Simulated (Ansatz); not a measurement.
Si under changes of volume

One of the cells (16.235 Å³/atom); the others are scaled copies at fixed shape and fractional positions:

```xyz
1
Lattice="2.5321 0.0000 0.0000 0.0000 2.5321 0.0000 0.0000 0.0000 2.5321" Properties=species:S:1:pos:R:3 pbc="T T T"
Si    1.2661    1.2661    1.2661
```

The cell was built by a generator and needn't be a form met in nature.

| Item | Value |
| --- | --- |
| Program | Ansatz 0.2.0 |
| Functional | PBE |
| Potentials or basis | Ansatz PAW |
| Cutoff | 420 eV (not typed: the program's choice for these potentials) |
| k mesh | 10 × 10 × 10 |
| Occupations | fermi-dirac, width 0.05 eV |
| Spin | no spin polarisation |

| volume (Å³/atom) | energy over the lowest point (meV/atom) | pressure (GPa) |
| --- | --- | --- |
| 15.261 | 23.04 | 7.7 |
| 15.585 | 10.27 | 4.9 |
| 15.910 | 2.78 | 2.5 |
| 16.235 | 0.00 | 0.3 |
| 16.560 | 1.48 | -1.7 |
| 16.884 | 6.78 | -3.5 |
| 17.209 | ? | ? |

Problem. What does the run at 17.209 Å³/atom give?

Solution. Energy over the lowest point 15.51 meV/atom; pressure -5.1 GPa.

Worked out: A Birch-Murnaghan fit of order 3 (a polynomial in V^(-2/3)) to the other rows has its minimum at 16.28 Å³/atom with B0 = V·E''(V) = 104 GPa and B' = 4.4. It gives 15.51 meV/atom at 17.209 Å³/atom, against the run's 15.51, and -dE/dV = -5.1 GPa, against -5.1.

Energies are extrapolated to zero smearing.
